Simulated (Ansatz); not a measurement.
## Relaxing I

Method: DFT PBE, scalar-relativistic, plane waves, PAW (Ansatz). Settings: 420 eV cutoff, 6×6×4 k-mesh, Gaussian smearing of 0.02 eV, no spin polarisation.

What was changed in Br: Br → I on all its sites, cell and atoms relaxed.

Command:

```bash
ansatz run input.yaml --threads 1 --pin off --max-ram 2560MiB --backend cpu --events-out ev --progress --plain --runs-dir out
```

Input:

```yaml
crystal:
  lattice:
    - [4.7335754118, -2.3474677157, 0.0]
    - [4.7335754118, 2.3474677157, 0.0]
    - [0.0, 0.0, 9.7963116493]
  atoms:
    - { symbol: I, position: [0.1557134132, 0.8442865868, 0.1217765075] }
    - { symbol: I, position: [0.6557134132, 0.3442865868, 0.3782234925] }
    - { symbol: I, position: [0.8442865868, 0.1557134132, 0.8782234925] }
    - { symbol: I, position: [0.3442865868, 0.6557134132, 0.6217765075] }
basis:
  ecutwfc: 420
kpoints:
  mp_grid: { grid: [6, 6, 4] }
hamiltonian:
  xc: pbe
scf:
  occupations: { method: gaussian, width: 0.02 }
output:
  forces: true
  stress: true
  eigenvalues: true
relax:
  adjacent_minimum: "off"
  f_tol: 0.01
  max_steps: 60
  cell: { stress_tol: 0.1 }
```

F is the free energy. Steps run on the plane waves of an earlier cell, but the last one, and at times one on the way, on a freshly chosen basis, so a repeated geometry can differ a little in energy.

Steps:

| step | F − F(1) (eV) | largest force component (eV/Å) | V (Å³/atom) | P (GPa) |
| --- | --- | --- | --- | --- |
| 1 | 0.0000 | 0.042 | 54.428 | -0.01 |
| 2 | -0.0018 | 0.025 | 54.065 | -0.06 |
| 3 | -0.0028 | 0.005 | 53.555 | -0.01 |
| 4 | -0.0025 | 0.005 | 53.555 | -0.01 |

Relaxed structure:

```
CELL_PARAMETERS angstrom
4.71564 -2.32264 0.00000
4.71564 2.32264 0.00000
0.00000 0.00000 9.77924
ATOMIC_POSITIONS crystal
I 0.16035 0.83965 0.12203
I 0.66035 0.33965 0.37797
I 0.83965 0.16035 0.87797
I 0.33965 0.66035 0.62203
```

The structure is orthorhombic, space group Cmce (No. 64). Conventional cell: a = 9.431 Å, b = 4.645 Å, c = 9.779 Å, α = 90.00°, β = 90.00°, γ = 90.00°. I (site symmetry m) is surrounded by 1 I at 2.81 Å.

The run converged. It took 57 s on 1 thread of Arm Neoverse V2, on a shared host, peak memory 0.56 GiB.